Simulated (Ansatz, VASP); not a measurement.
## TiPt3: VASP beside Ansatz

Contents of POSCAR:

```
TiPt3
1.0
    3.9482821967      0.0000000000      0.0000000000
    0.0000000000      3.9482821967      0.0000000000
    0.0000000000      0.0000000000      3.9482821967
Ti Pt
1 3
Direct
    0.0000000000      0.0000000000      0.0000000000
    0.0000000000      0.5000000000      0.5000000000
    0.5000000000      0.0000000000      0.5000000000
    0.5000000000      0.5000000000      0.0000000000
```

INCAR.step1

```
PREC = Accurate
ENCUT = 520
ISMEAR = 1
SIGMA = 0.1
LREAL = F
LASPH = T
NELM = 100
NBANDS = 29
GGA = PE
ALGO = Normal
EDIFF = 1E-4
LWAVE = T
LCHARG = F
```

The input INCAR.step2:

```
PREC = Accurate
ENCUT = 520
EDIFF = 1E-6
ISMEAR = 1
SIGMA = 0.1
LREAL = F
LASPH = T
NELM = 100
ALGO = Normal
ISIF = 2
LWAVE = F
LCHARG = F
METAGGA = R2SCAN
LMIXTAU = T
NBANDS = 29
ISTART = 1
```

Contents of KPOINTS:

```
Automatic mesh
0
Gamma
  6 6 6
```

Input for Ansatz:

```yaml
crystal:
  lattice:
    - [3.9482821966872303, 0.0, 0.0]
    - [0.0, 3.9482821966872303, 0.0]
    - [0.0, 0.0, 3.9482821966872303]
  atoms:
    - { symbol: Ti, position: [0.0, 0.0, 0.0] }
    - { symbol: Pt, position: [0.0, 0.5, 0.5] }
    - { symbol: Pt, position: [0.5, 0.0, 0.5] }
    - { symbol: Pt, position: [0.5, 0.5, 0.0] }
basis:
  ecutwfc: 550.0
kpoints:
  mp_grid:
    grid: [6, 6, 6]
hamiltonian:
  xc: r2scan
scf:
  occupations:
    method: cold
output:
  stress: true
```

Alike in both runs: task single point; functional r2SCAN; k mesh 6 × 6 × 6; no spin polarisation.

```csv
,VASP,Ansatz
version,VASP 6.6.1,Ansatz 0.2.0
potentials or method,"VASP PAW PBE potentials, release 64 (Ti_sv, Pt)","plane waves, PAW"
plane-wave cutoff (eV),520,550
occupations,"methfessel-paxton of order 1, width 0.1 eV",cold
valence electrons in the cell,42,66
```

|  | VASP | Ansatz | Ansatz less VASP |
| --- | --- | --- | --- |
| pressure (GPa) | -4.5 | -5.2 | -0.64 |

The two sets of potentials don't hold the same shells in valence.

Caveats: the PAW data sets were made with another functional, which shifts forces and pressure a little (VASP). Spin-orbit coupling is left out, which matters for the levels of Pt.
